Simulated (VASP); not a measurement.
# P (Imma) in VASP: settings compared, part 2 of 2

VASP 6.6.1. Earlier steps stand in the parts before.

### 3 Electric field gradients, HSE03+D4

File POSCAR:

```
P
3.5557
   -0.475717873583      0.707361430183      0.522806799168
    0.475717873583     -0.707361430183      0.522806799168
    0.475717873583      0.707361430183     -0.522806799168
P
2
Direct
    0.6966908900      0.9466908900      0.7500000000
    0.3033091100      0.0533091100      0.2500000000
```

File INCAR.step1:

```
ALGO = Normal
EDIFF = 1E-5
ENCUT = 520
GGA = PE
ISIF = 2
ISMEAR = 0
LASPH = T
LCHARG = F
LREAL = F
LWAVE = T
NELM = 100
PREC = Accurate
SIGMA = 0.05
```

File INCAR.step2:

```
ALGO = Normal
EDIFF = 1E-8
ENCUT = 520
GGA = PE
HFSCREEN = 0.3
ISIF = 2
ISMEAR = 0
ISTART = 1
IVDW = 13
LASPH = T
LCHARG = F
LEFG = T
LHFCALC = T
LREAL = F
LWAVE = F
NELM = 100
PREC = Accurate
PRECFOCK = Fast
SIGMA = 0.05
```

File KPOINTS:

```
k-points
0
Gamma
  6 6 6
```

Potentials or basis: VASP PAW PBE potentials, release 64 (P).

Started as:

```bash
$ cat potpaw_PBE.64/P/POTCAR > POTCAR
$ cp INCAR.step1 INCAR
$ mpirun -np 1 vasp_std > vasp.out
$ cp INCAR.step2 INCAR
$ mpirun -np 1 vasp_std > vasp.out
```

OUTCAR:

```text
EDIFF = 1E-8
   ENCUT = 520
   GGA = PE
   HFSCREEN = 0.3
   ISIF = 2
   ISMEAR = 0
   ISTART = 1
   IVDW = 13
   LASPH = T
   LHFCALC = T
   LREAL = F
   NELM = 100
   PREC = Accurate
   PRECFOCK = Fast

 ion  position               nearest neighbor table
   1  0.697  0.947  0.750-   2 2.24   2 2.24   2 2.55   2 2.55   2 2.82   2 2.82
   2  0.303  0.053  0.250-   1 2.24   1 2.24   1 2.55   1 2.55   1 2.82   1 2.82

  LATTYP: Found a body centered orthorhombic cell.
 ALAT       =     3.3830200862
 B/A-ratio  =     1.0989849829
 C/A-ratio  =     1.4869347348

  Lattice vectors:

 A1 = (   1.6915100431,  -2.5151650373,  -1.8589441358)
 A2 = (  -1.6915100431,  -2.5151650373,   1.8589441358)
 A3 = (  -1.6915100431,   2.5151650373,  -1.8589441358)

Analysis of symmetry for initial positions (statically):
=====================================================================
 Subroutine PRICEL returns:
 Original cell was already a primitive cell.

 Routine SETGRP: Setting up the symmetry group for a
 body centered orthorhombic supercell.

 Subroutine GETGRP returns: Found  8 space group operations
 (whereof  4 operations were pure point group operations)
 out of a pool of  8 trial point group operations.

The static configuration has the point symmetry C_2h.
 The point group associated with its full space group is D_2h.

Analysis of symmetry for dynamics (positions and initial velocities):
=====================================================================
 Subroutine PRICEL returns:
 Original cell was already a primitive cell.

 Routine SETGRP: Setting up the symmetry group for a
 body centered orthorhombic supercell.

 Subroutine GETGRP returns: Found  8 space group operations
 (whereof  4 operations were pure point group operations)
 out of a pool of  8 trial point group operations.

The dynamic configuration has the point symmetry C_2h.
 The point group associated with its full space group is D_2h.

 Subroutine INISYM returns: Found  8 space group operations
 (whereof  4 operations are pure point group operations),
 and found     1 'primitive' translations

----------------------------------------------------------------------------------------

                                     Primitive cell

  volume of cell :      31.6350

  direct lattice vectors                    reciprocal lattice vectors
    -1.691510043  2.515165037  1.858944136     0.000000000  0.198794112  0.268969890
     1.691510043 -2.515165037  1.858944136     0.295593870  0.000000000  0.268969890
     1.691510043  2.515165037 -1.858944136     0.295593870  0.198794112  0.000000000

  length of vectors
     3.555690466  3.555690466  3.555690466     0.334460612  0.399650520  0.356223013

  position of ions in fractional coordinates (direct lattice)
     0.696690890  0.946690890  0.750000000
     0.303309110  0.053309110  0.250000000

  ion indices of the primitive-cell ions
   primitive index   ion index
                 1           1
                 2           2

----------------------------------------------------------------------------------------

[... 97 lines left out ...]
   ENCUT4O =  -1.0   cutoff for four orbital integrals eV
   NKREDX  =     1    reduce k-point grid by
   NKREDY  =     1    reduce k-point grid by
   NKREDZ  =     1    reduce k-point grid by
   AEXX    =    0.2500 exact exchange contribution
   HFSCREEN=    0.3000 screening length (either q_TF or 0.3 A-1)
   HFSCREENC=   0.3000 screening length for correlation (either q_TF or 0.3 A-1)
   ENCUTFOCK=  -1.0 apply spherical cutoff to Coloumb kernel
   IVDW    =    13    specifies the selected vdW correction
   LEPSILON=     F    determine dielectric tensor
   LRPA    =     F    only Hartree local field effects (RPA)
 non-spin polarized calculation
 Gauss-broadening in eV      SIGMA  =   0.05
  energy-cutoff  :      520.00
  volume of cell :       31.63
 maximum number of plane-waves:       868
 NGX is ok and might be reduce to    28
  NGX = 16; NGY = 16; NGZ = 16

 number of electron       9.9999999 magnetization

 number of electron      10.0000000 magnetization

 Free energy of the ion-electron system (eV)
  ---------------------------------------------------
  ext. energy  EPLUGINS =         0.00000000
  ---------------------------------------------------
  free energy    TOTEN  =       -12.27076053 eV

  energy without entropy =      -12.26963186  energy(sigma->0) =      -12.27019619

 E-fermi :   8.8749     XC(G=0):  -9.1187

 val. band max:        8.8405840007   @ k =   0.3333   0.3333   0.1667
 cond. band min:       8.8901802713   @ k =   0.5000   0.5000   0.0000
 fundamental gap:      0.0495962706
 Fermi energy:         8.8748566987

 k-point     1 :       0.0000    0.0000    0.0000
  band No.  band energies     occupation
      1      -9.2541      2.00000
      2       5.3940      2.00000
      3       5.5939      2.00000
      4       5.6740      2.00000
      5       6.4428      2.00000
      6      10.6836      0.00000
      7      11.7906      0.00000
      8      13.7053      0.00000
      9      14.6157      0.00000
[... 265 lines left out ...]
 k-point    24 :       0.1667    0.3333    0.1667
  band No.  band energies     occupation
      1      -4.3068      2.00000
      2      -2.9628      2.00000
      3       0.7093      2.00000
      4       1.7214      2.00000
      5       6.6196      2.00000
      6      11.0429      0.00000
      7      13.0230      0.00000
      8      16.8945      0.00000
      9      17.3374      0.00000

 [... further k-points ...]

------------------------ aborting loop because EDIFF is reached ----------------------------------------

  DFT-D4 for vdW energy calculation

  Edisp (eV):   -0.83606

  FORCE on cell =-STRESS in cart. coord.  units (eV):
  Direction    XX          YY          ZZ          XY          YZ          ZX
  --------------------------------------------------------------------------------------
  -------------------------------------------------------------------------------------
  Total      -0.97172    -0.71703    -0.87051     0.00000     0.00000     0.00000
  in kB     -49.21338   -36.31453   -44.08750     0.00000     0.00000     0.00000
  external pressure =      -43.21 kB  Pullay stress =        0.00 kB

 VOLUME and BASIS-vectors are now :
 -----------------------------------------------------------------------------
  energy-cutoff  :      520.00
  volume of cell :       31.63
      direct lattice vectors                 reciprocal lattice vectors
    -1.691510043  2.515165037  1.858944136     0.000000000  0.198794112  0.268969890
     1.691510043 -2.515165037  1.858944136     0.295593870  0.000000000  0.268969890
     1.691510043  2.515165037 -1.858944136     0.295593870  0.198794112  0.000000000

 POSITION                                       TOTAL-FORCE (eV/Angst)
 -----------------------------------------------------------------------------------
      1.69151      1.25758      1.66075        -0.000000     -0.000000     -0.076652
     -0.00000      1.25758      0.19820         0.000000      0.000000      0.076652
 -----------------------------------------------------------------------------------
    total drift:                               -0.000000     -0.000000     -0.000000

  FREE ENERGIE OF THE ION-ELECTRON SYSTEM (eV)
  ---------------------------------------------------
  free  energy   TOTEN  =       -13.1068177866 eV

  energy  without entropy=      -13.1056891232  energy(sigma->0) =      -13.10625345

 Electric field gradients (V/A^2)
---------------------------------------------------------------------
 ion       V_xx      V_yy      V_zz      V_xy      V_xz      V_yz
---------------------------------------------------------------------
   1      15.753     4.561   -20.314    -0.000    -0.000    -0.000
   2      15.753     4.561   -20.314    -0.000    -0.000    -0.000
---------------------------------------------------------------------

 Electric field gradients after diagonalization (V/A^2)
 (convention: |V_zz| > |V_xx| > |V_yy|)
----------------------------------------------------------------------
 ion       V_xx      V_yy      V_zz     asymmetry (V_yy - V_xx)/ V_zz
----------------------------------------------------------------------
   1      15.753     4.561   -20.314       0.551
   2      15.753     4.561   -20.314       0.551
----------------------------------------------------------------------

           NMR quadrupolar parameters

 Cq : quadrupolar parameter    Cq=e*Q*V_zz/h
 eta: asymmetry parameters     (V_yy - V_xx)/ V_zz
 Q  : nuclear electric quadrupole moment in mb (millibarn)
----------------------------------------------------------------------
 ion       Cq(MHz)       eta       Q (mb)
----------------------------------------------------------------------
   1      -0.049       0.551       1.000
   2      -0.049       0.551       1.000
----------------------------------------------------------------------
```

OUTCAR.step1:

```text
EDIFF = 1E-5
   ENCUT = 520
   GGA = PE
   ISIF = 2
   ISMEAR = 0
[... 517 lines left out ...]
 -----------------------------------------------------------------------------------
      1.69151      1.25758      1.66075        -0.000000      0.000000      0.197865
     -0.00000      1.25758      0.19820         0.000000     -0.000000     -0.197865
 -----------------------------------------------------------------------------------
    total drift:                               -0.000000     -0.000000     -0.000000

  FREE ENERGIE OF THE ION-ELECTRON SYSTEM (eV)
  ---------------------------------------------------
  free  energy   TOTEN  =       -10.6331067247 eV

  energy  without entropy=      -10.6320674802  energy(sigma->0) =      -10.63258710
```

Wall time 11 min (1 thread of Intel Xeon Platinum 8375C at 2.90GHz (Ice Lake), shared host); peak memory 0.26 GiB.

Results:

```
Free energy                : -13.1068 eV
Pressure                   : -4.3 GPa
Largest force              : 0.077 eV/Å
Band gap on the k mesh     : none (metal or under the smearing width)
Dispersion energy per atom : -0.418 eV
```

Forces in eV/Å, atoms in the order of the input:
```
P    0.000  0.000 -0.077
P    0.000  0.000  0.077
```

Electric field gradients, principal values (V/Å²):
```csv
atom,Vxx,Vyy,Vzz
1 P,4.561,15.753,-20.314
2 P,4.561,15.753,-20.314
```

Caveat: the k mesh is coarse (spacing up to 0.42 Å⁻¹), so the values aren't converged, least of all with exact exchange; the PAW data sets were made with another functional, which shifts forces and pressure a little; pairwise dispersion overbinds metals, which lowers pressure and volume.

### 4 The reference run

An earlier run on the cell as given: functional PBE; potentials or basis VASP PAW PBE potentials, release 64 (P); cutoff 520 eV; k mesh 11 × 11 × 11; occupations fermi-dirac, width 0.05 eV; no spin polarisation.

- Pressure: 2.4 GPa
- Largest force: 0.326 eV/Å
- Band gap on the k mesh: none (metal or under the smearing width)

### 5 The runs side by side

| task | level | potentials or basis | cell | k mesh | cutoff (eV) | smearing | k mesh for the DOS | occupations for the DOS | grid for exact exchange (PRECFOCK) | mesh quality | gap on the mesh (eV) | pressure (GPa) | largest force (eV/Å) |
| --- | --- | --- | --- | --- | --- | --- | --- | --- | --- | --- | --- | --- | --- |
| density of states | PBE+ULG | VASP PAW PBE potentials, release 64 (P_GW) | volume scaled by 1.08 | 11 × 11 × 11 | 550 | gaussian 0.1 eV | 17 × 17 × 17 | tetrahedron | - | not flagged | - | - | - |
| electric field gradients | HSE03+D4 | VASP PAW PBE potentials, release 64 (P) | as given | 6 × 6 × 6 | 520 | gaussian 0.05 eV | - | - | Fast | coarse | none | -4.3 | 0.08 |
| single point | PBE | VASP PAW PBE potentials, release 64 (P) | as given | 11 × 11 × 11 | 520 | fermi-dirac 0.05 eV | - | - | - | not flagged | none | 2.4 | 0.33 |

Alike in all rows: no spin polarisation.

Caveats: some runs use coarse meshes; pairwise dispersion overbinds metals, which lowers pressure and volume (some runs); atom-pairwise D2, TS and ULG terms overbind metals (some runs); the PAW data sets were made with another functional, which shifts forces and pressure a little (some runs).

Total energies depend on the potentials used, so only differences within one code and one set of settings carry meaning.
